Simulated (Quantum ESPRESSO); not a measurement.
Input of a Quantum ESPRESSO 7.5 run:

pw.in

```
&CONTROL
  calculation = 'scf'
  prefix = 'pwscf'
  outdir = './tmp'
  pseudo_dir = './pseudo'
  tprnfor = .true.
  tstress = .true.
  disk_io = 'low'
/
&SYSTEM
  ibrav = 0
  nat = 2
  ntyp = 2
  ecutwfc = 88
  nbnd = 14
  input_dft = 'r2scan'
  occupations = 'smearing'
  smearing = 'fd'
  degauss = 0.00367493
  nosym = .true.
/
&ELECTRONS
  conv_thr = 1d-08
  electron_maxstep = 120
  mixing_beta = 0.5
/
ATOMIC_SPECIES
Al    26.9815 Al_ONCV_PBE-1.2.upf
N     14.0070 N_ONCV_PBE-1.2.upf
CELL_PARAMETERS angstrom
   0.0000000000    2.0345180000    2.0345180000
   2.0345180000    0.0000000000    2.0345180000
   2.0345180000    2.0345180000    0.0000000000
ATOMIC_POSITIONS crystal
Al     0.5000000000    0.5000000000    0.5000000000
N      0.0000000000    0.0000000000    0.0000000000
K_POINTS automatic
8 8 8 0 0 0
```

The input bands.in:

```
&CONTROL
  calculation = 'bands'
  prefix = 'pwscf'
  outdir = './tmp'
  pseudo_dir = './pseudo'
  disk_io = 'low'
  verbosity = 'high'
/
&SYSTEM
  ibrav = 0
  nat = 2
  ntyp = 2
  ecutwfc = 88
  nbnd = 14
  input_dft = 'r2scan'
  occupations = 'smearing'
  smearing = 'fd'
  degauss = 0.00367493
  nosym = .true.
/
&ELECTRONS
  conv_thr = 1d-08
  electron_maxstep = 120
  mixing_beta = 0.5
  diago_full_acc = .true.
  startingwfc = 'random'
/
ATOMIC_SPECIES
Al    26.9815 Al_ONCV_PBE-1.2.upf
N     14.0070 N_ONCV_PBE-1.2.upf
CELL_PARAMETERS angstrom
   0.0000000000    2.0345180000    2.0345180000
   2.0345180000    0.0000000000    2.0345180000
   2.0345180000    2.0345180000    0.0000000000
ATOMIC_POSITIONS crystal
Al     0.5000000000    0.5000000000    0.5000000000
N      0.0000000000    0.0000000000    0.0000000000
K_POINTS crystal
60
 0.0000000000  0.0000000000  0.0000000000 1
 0.0625000000  0.0000000000  0.0625000000 1
 0.1250000000  0.0000000000  0.1250000000 1
 0.1875000000  0.0000000000  0.1875000000 1
 0.2500000000  0.0000000000  0.2500000000 1
 0.3125000000  0.0000000000  0.3125000000 1
 0.3750000000  0.0000000000  0.3750000000 1
 0.4375000000  0.0000000000  0.4375000000 1
 0.5000000000  0.0000000000  0.5000000000 1
 0.5000000000  0.0625000000  0.5625000000 1
 0.5000000000  0.1250000000  0.6250000000 1
 0.5000000000  0.1875000000  0.6875000000 1
 0.5000000000  0.2500000000  0.7500000000 1
 0.4375000000  0.3125000000  0.7500000000 1
 0.3750000000  0.3750000000  0.7500000000 1
 0.3375000000  0.3375000000  0.6750000000 1
 0.3000000000  0.3000000000  0.6000000000 1
 0.2625000000  0.2625000000  0.5250000000 1
 0.2250000000  0.2250000000  0.4500000000 1
 0.1875000000  0.1875000000  0.3750000000 1
 0.1500000000  0.1500000000  0.3000000000 1
 0.1125000000  0.1125000000  0.2250000000 1
 0.0750000000  0.0750000000  0.1500000000 1
 0.0375000000  0.0375000000  0.0750000000 1
 0.0000000000  0.0000000000  0.0000000000 1
 0.0625000000  0.0625000000  0.0625000000 1
 0.1250000000  0.1250000000  0.1250000000 1
 0.1875000000  0.1875000000  0.1875000000 1
 0.2500000000  0.2500000000  0.2500000000 1
 0.3125000000  0.3125000000  0.3125000000 1
 0.3750000000  0.3750000000  0.3750000000 1
 0.4375000000  0.4375000000  0.4375000000 1
 0.5000000000  0.5000000000  0.5000000000 1
 0.5250000000  0.4500000000  0.5250000000 1
 0.5500000000  0.4000000000  0.5500000000 1
 0.5750000000  0.3500000000  0.5750000000 1
 0.6000000000  0.3000000000  0.6000000000 1
 0.6250000000  0.2500000000  0.6250000000 1
 0.5833333333  0.2500000000  0.6666666667 1
 0.5416666667  0.2500000000  0.7083333333 1
 0.5000000000  0.2500000000  0.7500000000 1
 0.5000000000  0.2857142857  0.7142857143 1
 0.5000000000  0.3214285714  0.6785714286 1
 0.5000000000  0.3571428571  0.6428571429 1
 0.5000000000  0.3928571429  0.6071428571 1
 0.5000000000  0.4285714286  0.5714285714 1
 0.5000000000  0.4642857143  0.5357142857 1
 0.5000000000  0.5000000000  0.5000000000 1
 0.4821428571  0.4821428571  0.5357142857 1
 0.4642857143  0.4642857143  0.5714285714 1
 0.4464285714  0.4464285714  0.6071428571 1
 0.4285714286  0.4285714286  0.6428571429 1
 0.4107142857  0.4107142857  0.6785714286 1
 0.3928571429  0.3928571429  0.7142857143 1
 0.3750000000  0.3750000000  0.7500000000 1
 0.6250000000  0.2500000000  0.6250000000 1
 0.5937500000  0.1875000000  0.5937500000 1
 0.5625000000  0.1250000000  0.5625000000 1
 0.5312500000  0.0625000000  0.5312500000 1
 0.5000000000  0.0000000000  0.5000000000 1
```

Potentials or basis: SG15 PBE 1.2.

The run is started by

```sh
$ OMP_NUM_THREADS=1 mpirun -n 2 pw.x -nk 2 -in pw.in > pw.out
$ OMP_NUM_THREADS=1 mpirun -n 2 pw.x -nk 2 -in bands.in > bands.out
```

Problem. What does it give for the band gap along the path?

Solution. 5.26 eV, indirect (least direct gap 6.02 eV).

Problem. Predict the pressure.

Solution. -5.3 GPa.

Problem. Estimate the band gap on the k mesh.

Solution. 5.26 eV, indirect (least direct gap 6.02 eV).

Levels at the corners of the path, in eV from the valence-band top:
| point | band 6 | band 7 | band 8 | band 9 | band 10 | band 11 |
| --- | --- | --- | --- | --- | --- | --- |
| Γ | 0.00 | 0.00 | 0.00 | 6.02 | 12.93 | 12.93 |
| X | -7.40 | -2.83 | -2.83 | 5.26 | 6.03 | 15.17 |
| W | -5.71 | -5.71 | -3.91 | 8.85 | 11.57 | 11.57 |
| K | -6.53 | -5.46 | -2.33 | 6.58 | 10.04 | 13.80 |
| Γ | 0.00 | 0.00 | 0.00 | 6.02 | 12.93 | 12.93 |
| L | -8.35 | -1.12 | -1.12 | 6.74 | 11.97 | 11.97 |
| U | -6.53 | -5.46 | -2.33 | 6.58 | 10.04 | 13.80 |
| W | -5.71 | -5.71 | -3.91 | 8.85 | 11.57 | 11.57 |
| L | -8.35 | -1.12 | -1.12 | 6.74 | 11.97 | 11.97 |
| K | -6.53 | -5.46 | -2.33 | 6.58 | 10.04 | 13.80 |
| U | -6.53 | -5.46 | -2.33 | 6.58 | 10.04 | 13.80 |
| X | -7.40 | -2.83 | -2.83 | 5.26 | 6.03 | 15.17 |

Caveat: the potentials were made for another functional, which shifts forces and pressure. r2SCAN opens gaps a little over a GGA but as a rule still falls short of measured ones.
